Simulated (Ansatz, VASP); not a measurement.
Given: the input of a run of Ansatz 0.2.0 on MnSb. 

Contents of input.yaml:

```yaml
crystal:
  lattice:
    - [4.15, 0.0, 0.0]
    - [-2.075, 3.5940054257, 0.0]
    - [0.0, 0.0, 5.78]
  atoms:
    - { symbol: Sb, position: [0.6666666667, 0.3333333333, 0.75] }
    - { symbol: Sb, position: [0.3333333333, 0.6666666667, 0.25] }
    - { symbol: Mn, position: [0.0, 0.0, 0.5], spin: 4.0 }
    - { symbol: Mn, position: [0.0, 0.0, 0.0], spin: 4.0 }
hamiltonian:
  xc: pbe
  pseudopotentials: { kind: paw }
magnetization:
  spin_polarized: true
kpoints:
  mp_grid: { grid: [7, 7, 5] }
scf:
  occupations: { method: gaussian, width: 0.02 }
output:
  forces: true
  stress: true
  eigenvalues: true
```

Potentials or basis: Ansatz PAW.

The run is started by

```bash
$ ansatz run input.yaml --threads 2 --pin off --max-ram 5632MiB --backend cpu --events-out ev --progress --plain --runs-dir out
```

Task: Set up the same calculation for VASP 6.6.1. Potentials or basis there: PBE PAW files Mn_pv, Sb, 520 eV.

Result: As run (cutoffs and basis follow the program's own potentials, and thresholds, step limits or extra output files can differ):

The input INCAR:

```
SYSTEM = MnSb
PREC = Accurate ; ENCUT = 520
EDIFF = 1E-7 ; ISMEAR = 0
SIGMA = 0.02 ; LREAL = .False.
LASPH = .True. ; NELM = 150
ALGO = Normal ; ISIF = 2
LWAVE = .False. ; LCHARG = .False.
ISPIN = 2 ; MAGMOM = 0 0 4 4
LORBIT = 11 ; LMAXMIX = 4
GGA = PE ; NBANDS = 30
```

File KPOINTS:

```
regular mesh
0
Gamma
  7 7 5
  0 0 0
```

Contents of POSCAR:

```
MnSb
4.15
    1.000000000000      0.000000000000      0.000000000000
   -0.500000000000      0.866025403783      0.000000000000
    0.000000000000      0.000000000000      1.392771084337
Sb Mn
2 2
Direct
    0.6666666667      0.3333333333      0.7500000000
    0.3333333333      0.6666666667      0.2500000000
    0.0000000000      0.0000000000      0.5000000000
    0.0000000000      0.0000000000      0.0000000000
```

Potentials or basis: VASP PAW PBE potentials, release 64 (Sb, Mn_pv).

Command:

```sh
$ cat potpaw_PBE.64/Sb/POTCAR potpaw_PBE.64/Mn_pv/POTCAR > POTCAR
$ mpirun -np 1 vasp_std > vasp.out
```

Both were run:

|  | Ansatz | VASP |
| --- | --- | --- |
| Pressure | -3.4 GPa | -3.4 GPa |
| Net moment | 6.68 μB per cell | 6.68 μB per cell |

Ansatz's pressure holds a Pulay term of +0.05 GPa for its cutoff of 420 eV, which the other run lacks.

The potentials hold 60 and 36 valence electrons a cell.

Where Ansatz's input types no cutoff or centring, it takes its own default and a Γ-centred mesh.

The magnetic state is the one that the start led to; the real crystal's order can differ.

Pressure is positive in compression.
